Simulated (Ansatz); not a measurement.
# P (Cmce) in Ansatz: phonons with PBEsol

Aim: the phonons of P with PBEsol.

Everything below comes from runs of Ansatz 0.2.0. Logs are shortened: lines on timing, memory, paths and dates and some standing lists are left out, and cuts for length are marked.

### Step 1. The structure

It takes space group Cmce (No. 64, orthorhombic). Conventional cell: a = 3.295 Å, b = 10.930 Å, c = 4.544 Å, α = 90.00°, β = 90.00°, γ = 90.00°. P (site symmetry m) has 3 P at 2.20 to 2.25 Å as nearest neighbours.

### Step 2. Phonons, PBEsol

input.yaml reads:

```yaml
crystal:
  lattice:
    - [1.6477431241, -5.4650377251, 0.0]
    - [1.6477431241, 5.4650377251, 0.0]
    - [0.0, 0.0, 4.54363559]
  atoms:
    - { symbol: P, position: [0.90414313, 0.09585687, 0.58881517] }
    - { symbol: P, position: [0.09585687, 0.90414313, 0.41118483] }
    - { symbol: P, position: [0.59585687, 0.40414313, 0.08881517] }
    - { symbol: P, position: [0.40414313, 0.59585687, 0.91118483] }
hamiltonian:
  xc: pbesol
  pseudopotentials: { kind: paw }
kpoints:
  mp_grid: { grid: [6, 6, 5] }
scf:
  occupations: { method: fermi_dirac, width: 0.05 }
phonons:
  method: dfpt
```

Potentials or basis: Ansatz PAW.

Run with:

```bash
$ ansatz run input.yaml --threads 2 --pin off --max-ram 5632MiB --backend cpu --events-out ev --progress --plain --runs-dir out
```

What it wrote:

```text
Warning: RAYON_NUM_THREADS=2 ignored (pool sized by the plan → 2); use --threads N
zone centre: on kpoints.mp_grid the ground state, and the responses unless they are solved on pairs of k-points, stand on 55 of the mesh's 180 k-points, reduced under 2 symmetry operations, with k and −k counted as one. Each operation leaves every solved displacement unchanged or reverses it
Engine: ansatz 0.2.0, x86_64-unknown-linux-gnu
Pseudopotentials: kind: paw
Pseudopotential: P, paw, valence charge 5, recommended cutoff 420 eV (normal), P.paw.azcp
Functional definition: PBEsol
  exchange = pbesol_x
  correlation = pbesol_c
Crystal: 4 atoms, lattice volume = 81.831 Å³
Basis set: ecut = 420 eV, 1649 PW (Γ), exchange–correlation on 80×80×64 points (8 copies of the dense FFT grid, shifted against one another)
Bands: 14, of which v1, the nominal top of the filled ones, is band 10 counted from 1 (9 counted from 0)
Symmetry: 8 space group operations
k-points: 55 of 180 (irreducible under 2 space group operations, time reversal used)
Non-local potential: P, projectors of the file, l = 0: 2, l = 1: 2, l = 2: 2
PAW form: soft (Blöchl's): semilocal exchange-correlation on the pseudo side does not see the compensation charge
PAW frozen core: P, regenerated for the run's functional, and the local potential with it (the file was generated under x = pbe(κ = 0.804, μ = 0.2195149727645171), c = pbe(β = 0.06672455060314922))
PAW one-centre angular grid: P, 110 points (default); XC on 64 Gauss nodes
Initial density: superposition of atomic densities (neutral atoms: chi_scale 0, normalization atom), corrected by the library's trained network
Initial wavefunctions: pseudopotential atomic-orbital guess
Functional: x = pbesol(κ = 0.804, μ = 0.12345679012345678), c = pbesol(β = 0.046)
SCF iter   1: F=—  HF=-2960.053235 eV  |F-HF|=—  |Δ(HF+E_count)|=         —  Δρ=3.34e-3  dr2=1.05e-2  ethr=1.77e-3  ⟨swp⟩=7.8  Hψ=5846  notcnv=0
preconditioner: auto → none  [insulator: Δε(μ)=0.321 eV  Ē_g=8.879 eV  σ=0.050 eV  W_gap=0.56  n_scr=12 (ndim 8)  ℏωp=18.4 eV  f_vac=0.000  D(μ)=0.15/eV (n_scr^D=0)  ε∞_Penn≈5.3]
SCF iter   2: F=—  HF=-2960.051433 eV  |F-HF|=—  |Δ(HF+E_count)|=   1.80e-3  Δρ=1.47e-3  dr2=1.54e-3  ethr=5.25e-5  ⟨swp⟩=2.6  Hψ=1913  notcnv=0
SCF iter   3: F=—  HF=-2960.051475 eV  |F-HF|=—  |Δ(HF+E_count)|=   4.22e-5  Δρ=3.41e-4  dr2=1.60e-4  ethr=7.71e-6  ⟨swp⟩=2.9  Hψ=1408  notcnv=0
SCF iter   4: F=—  HF=-2960.051459 eV  |F-HF|=—  |Δ(HF+E_count)|=   1.62e-5  Δρ=1.32e-4  dr2=1.70e-5  ethr=8.01e-7  ⟨swp⟩=2.5  Hψ=1408  notcnv=0
SCF iter   5: F=—  HF=-2960.051460 eV  |F-HF|=—  |Δ(HF+E_count)|=   8.03e-7  Δρ=5.93e-5  dr2=2.37e-6  ethr=8.51e-8  ⟨swp⟩=2.3  Hψ=1314  notcnv=0
SCF iter   6: F=—  HF=-2960.051461 eV  |F-HF|=—  |Δ(HF+E_count)|=   1.34e-6  Δρ=1.33e-5  dr2=7.86e-8  ethr=1.18e-8  ⟨swp⟩=2.4  Hψ=1351  notcnv=0
SCF iter   7: F=—  HF=-2960.051461 eV  |F-HF|=—  |Δ(HF+E_count)|=   9.36e-8  Δρ=2.64e-6  dr2=4.33e-9  ethr=3.93e-10  ⟨swp⟩=2.3  Hψ=1392  notcnv=0
SCF iter   8: F=—  HF=-2960.051461 eV  |F-HF|=—  |Δ(HF+E_count)|=   3.48e-9  Δρ=3.03e-7  dr2=1.03e-10  ethr=2.16e-11  ⟨swp⟩=2.3  Hψ=1382  notcnv=0
SCF iter   9: F=-2960.051461 eV  HF=-2960.051461 eV  |F-HF|=6.37e-12  |Δ(HF+E_count)|=  1.64e-11  Δρ=8.91e-8  dr2=9.77e-12  ethr=1.00e-12  ⟨swp⟩=9.1  Hψ=5029  notcnv=0
SCF 1 converged in 9 iterations: F = -2960.051461 eV  dr2 = 9.77e-12
DFPT response loops at Γ: preconditioner auto → Kerker (q_TF=auto, 2.157 Å⁻¹) (partly filled bands, converged f_vac=0.000); β = 1.00, the filter's whole step (`scf.mixing.beta` (0.50) is not read by the response loops under this deck's `scf.mixing.preconditioner`; to damp them name `kerker` or `kerker_dos`, under which they read `scf.mixing.beta`, and type it under 1.00, their step now; both keys bind the ground state too); Broyden in place of MSR1
SCF converged after 9 iterations
Free energy (F): -2960.051461 eV
Harris-Foulkes:  -2960.051461 eV  (|F-HF|=6.37e-12)
Internal energy: -2960.050279 eV  (E = F + TS)
E sigma→0 (E₀):  -2960.050870 eV
Entropy (-TS):   -0.001183 eV (-0.296 meV/atom)
Fermi energy:    6.814134 eV
--- Per-component energies (eV) ---
  E_band       = -1.221261
  E_kinetic    = 279.838437
  E_local      = -342.127369  (includes V_loc(G=0)·N_el)
  E_nonlocal   = 136.351509
  E_hartree    = 98.368677
  E_xc         = -243.004898
  E_vxc        = -241.437818  (∫ρ·V_xc dr)
  E_paw        = -2216.473134  (= ΣΔE_a)
  E_vpaw       = -30.583414  (= ΣTr[D̂ρ^β])
  E_aug_tail   = 0.000012  (compensation charges beyond the density's cutoff)
  E_ewald      = -673.187896
  E_core_change = 0.184384  (= ΣΔE_core)
  E_smearing   = -0.001183  (= −TS)
  E_closure    = -0.000000  (closes the sum)
  Σ components = -2960.051461   (vs F -2960.051461, Δ=0.00e0)
--- Band table (eV; the first three rows and the last of 55) ---
  k-point 0: bands = ["-9.0569", "-6.2953", "-3.0066", "-0.0295", "1.8530", "1.8809", "2.7038", "3.9639", "4.2076", "5.5729", "7.2938", "7.7009", "8.6023", "9.5830"]
  k-point 1: bands = ["-8.8526", "-6.6262", "-2.9638", "-0.4241", "1.4821", "2.6331", "2.8525", "4.0946", "4.4154", "5.0457", "7.8030", "8.2847", "8.6813", "9.3953"]
  k-point 2: bands = ["-8.2705", "-7.4300", "-2.5037", "-1.5339", "1.8797", "2.9507", "3.2504", "3.7401", "4.3049", "5.6860", "7.9709", "8.1730", "9.4011", "10.0548"]
  k-point 54: bands = ["-8.1768", "-7.4261", "-2.9465", "-2.0492", "3.1952", "3.4858", "3.7551", "3.7936", "4.6593", "5.5528", "7.9154", "8.1194", "8.8910", "9.5574"]
--- Phonons (Γ-DFPT): 3 representative perturbations + reference, on 55 of 180 k-points (Σ response iterations 9) ---
  k mesh reduced under 2 symmetry operations, with k and −k counted as one. Each operation leaves every solved displacement unchanged or reverses it
  ASR residual: 4.751e-5 → 0.000e0 eV/Å²; symmetrization residual: 5.207e-7 eV/Å²
  ASR residual per site (eV/Å²): 4.75e-5 4.75e-5 4.75e-5 4.75e-5
  Γ frequencies (cm⁻¹): 0.00 0.00 0.00 104.30 184.16 224.61 337.79 423.97 435.39 440.79 465.34 465.68
  non-analytic LO–TO correction: not included (Born effective charges unavailable; polar crystals: no LO–TO splitting at Γ)
```

It took 38 s on 2 threads of Intel Xeon at 2.50GHz (Skylake/Cascade Lake), shared host; peak memory 0.58 GiB.

Results:

```
Free energy                   : -2960.0515 eV
Band gap on the k mesh        : none (metal or under the smearing width)
Highest phonon frequency at Γ : 466 cm⁻¹
```

Phonon frequencies in cm⁻¹ (negative: imaginary):
```
              q point                                frequencies
(0.000, 0.000, 0.000)  0 0 0 104 184 225 338 424 435 441 465 466
```

Caveat: the PAW data sets come from PBE, with cores solved anew for the run's functional, which leaves a small shift of forces and pressure.
